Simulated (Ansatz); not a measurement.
Consider the formal exchange of groups at the Al–Si bond: `C[SiH2][AlH][F]` + `N=C(N)O` → `N=[C](N)[AlH][F]` + `C[SiH2]O`.

Gas-phase electronic energies from Ansatz, PBE0-D4/def2-TZVP geometries. CBS: MP2 limit from def2 TZ/QZ plus the TZ coupled-cluster correction, frozen cores. This one scheme is used for every species. Functionals use def2-TZVPP. One conformer a species, not always the lowest.

`C[SiH2][AlH][F]`:

Cartesian coordinates in Å:
```
C -0.892 -1.251 0.561
Si -0.504 0.559 0.222
Al 1.640 0.884 -0.926
F 2.111 2.442 -1.226
H -1.855 -1.350 1.067
H -0.127 -1.702 1.197
H -0.937 -1.823 -0.368
H -0.488 1.319 1.507
H -1.593 1.158 -0.607
H 2.644 -0.237 -1.427
```

`N=C(N)O`:

Cartesian coordinates in Å:
```
N 1.131 -0.670 0.395
C 0.052 -0.090 0.069
N -0.294 0.126 -1.232
O -0.932 0.371 0.884
H 1.210 -0.820 1.395
H 0.453 0.005 -1.892
H -0.948 0.866 -1.414
H -0.673 0.212 1.796
```

`N=[C](N)[AlH][F]`:

Z-matrix (Å, degrees):
```
C
N 1 1.367
Al 1 1.971 2 120.8
N 1 1.282 2 119.0 3 -176.7
H 2 1.003 1 120.3 3 -20.6
H 2 1.010 1 117.1 3 -173.1
F 3 1.649 1 113.0 2 -176.2
H 3 1.578 1 128.5 2 4.7
H 4 1.016 1 111.5 2 177.1
```

`C[SiH2]O`:

```xyz
9

C     0.313    0.288   -1.093
Si    0.156   -0.391    0.635
O    -0.872    0.496    1.575
H     1.035   -0.300   -1.667
H     0.656    1.325   -1.076
H    -0.641    0.252   -1.626
H     1.461   -0.337    1.337
H    -0.304   -1.809    0.556
H    -1.804    0.475    1.359
```

Problem. Is it downhill or uphill in electronic energy at CCSD(T)/CBS, and by how much? (Estimate.)

Solution. The calculation gave: Downhill: ΔE = -26.8 kcal/mol.

Problem. What do these levels give: PBE0-D4, r2SCAN0-D4, ωB97X-V, B2PLYP, PBE0, SCS-MP2/def2-TZVPP? (Best estimate.)

Solution. Ansatz gave: PBE0-D4 -20.4, r2SCAN0-D4 -23.1, ωB97X-V -23.1, B2PLYP -26.5, PBE0 -20.2, SCS-MP2/def2-TZVPP -28.0 kcal/mol.

Largest T1 diagnostic among the species: 0.014.

At CCSD(T), def2-SVP lies +9.1 kcal/mol from the extrapolated value and def2-TZVPP +1.4 kcal/mol. In def2-TZVPP, CCSD(T) changes the Hartree–Fock value by −1.2 kcal/mol (the triples alone add −0.2 kcal/mol) and MP2 by −4.1 kcal/mol. Leaving LDA and LC-ωPBE aside and taking each functional with its dispersion term where it has one, the values, not all of them listed here, spread over 6.1 kcal/mol, from B2PLYP to HSE06-D4. LDA lies +1.1 kcal/mol from PBE without D4.
